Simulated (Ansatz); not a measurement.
An input for Ansatz 0.2.0 (Br vacancy (charge +1) in KBr (31-atom cell)):

```yaml
crystal:
  lattice:
    - [-6.6, 6.6, 6.6]
    - [6.6, -6.6, 6.6]
    - [6.6, 6.6, -6.6]
  atoms:
    - { symbol: K, position: [0.0, 0.0, 0.0] }
    - { symbol: K, position: [0.2325457952, 0.2325457952, 0.5] }
    - { symbol: K, position: [0.5, 0.5, 0.0] }
    - { symbol: K, position: [0.7674542048, 0.7674542048, 0.5] }
    - { symbol: K, position: [0.2325457952, 0.5, 0.2325457952] }
    - { symbol: K, position: [0.5, 0.7674542048, 0.7674542048] }
    - { symbol: K, position: [0.75, 0.0, 0.25] }
    - { symbol: K, position: [0.0, 0.25, 0.75] }
    - { symbol: K, position: [0.5, 0.0, 0.5] }
    - { symbol: K, position: [0.75, 0.25, 0.0] }
    - { symbol: K, position: [0.0, 0.5, 0.5] }
    - { symbol: K, position: [0.25, 0.75, 0.0] }
    - { symbol: K, position: [0.7674542048, 0.5, 0.7674542048] }
    - { symbol: K, position: [0.0, 0.75, 0.25] }
    - { symbol: K, position: [0.25, 0.0, 0.75] }
    - { symbol: K, position: [0.5, 0.2325457952, 0.2325457952] }
    - { symbol: Br, position: [0.7470695624, 0.7470695624, -0.0058608753] }
    - { symbol: Br, position: [0.0, 0.0, 0.5] }
    - { symbol: Br, position: [0.2529304376, 0.2529304376, 0.0058608753] }
    - { symbol: Br, position: [0.7470695624, -0.0058608753, 0.7470695624] }
    - { symbol: Br, position: [0.0058608753, 0.2529304376, 0.2529304376] }
    - { symbol: Br, position: [0.2529304376, 0.5, 0.7470695624] }
    - { symbol: Br, position: [0.5, 0.7470695624, 0.2529304376] }
    - { symbol: Br, position: [0.0, 0.5, 0.0] }
    - { symbol: Br, position: [0.2529304376, 0.7470695624, 0.5] }
    - { symbol: Br, position: [0.5, 0.0, 0.0] }
    - { symbol: Br, position: [0.7470695624, 0.2529304376, 0.5] }
    - { symbol: Br, position: [0.2529304376, 0.0058608753, 0.2529304376] }
    - { symbol: Br, position: [0.5, 0.2529304376, 0.7470695624] }
    - { symbol: Br, position: [0.7470695624, 0.5, 0.2529304376] }
    - { symbol: Br, position: [-0.0058608753, 0.7470695624, 0.7470695624] }
total_charge: 1
kpoints:
  mp_grid: { grid: [2, 2, 2] }
hamiltonian:
  xc: lda
scf:
  occupations: { method: fixed }
gw:
  n_empty_bands: 1213
  ecut_chi: 90.0
  qp_bands: [v5, c5]
  screening: { model: contour_deformation }
```

```sh
ansatz run input.yaml --threads 3 --pin off --max-ram 64512MiB --backend cuda --events-out ev --progress --plain --runs-dir out --devices 1 --max-vram 24GiB  # rebuilt from the run's record
```

**Question.** How long will it take on 1 × NVIDIA H100 80GB HBM3 (shared by 3 runs) with 3 threads of AMD EPYC 7R13 (Zen 3), shared host, and how much memory?

It took 37 s; on shared hardware allow 19 s to 75 s. Peak host memory was 5.5 GiB. The sizes that set the cost: 22543 plane waves a state, 3 irreducible k points, 1337 bands summed, 2243 plane waves in the screening and 7 SCF cycles.

The screening grows as filled bands × empty bands × pairs of k points, times the square of the screening basis for the matrix.

[Paths, hosts, dates, memory and timing lines, banners, echoed tables and standing remarks are left out of the program output.]

[Logs are printed without paths, hosts, clocks, repeated set-up lines and the standing remarks that a program may print on its own settings, such as how far it seeks lower states.]

[Runs of the session that timed out or met a known fault of the program may be left out.]

[Cells called generated may have been cut or substituted from an entry of the Crystallography Open Database or the Materials Project.]

[Hosts, paths, dates, database ids (printed as entryN), source tags and the programs' standing remarks are cut or masked in the printed files.]
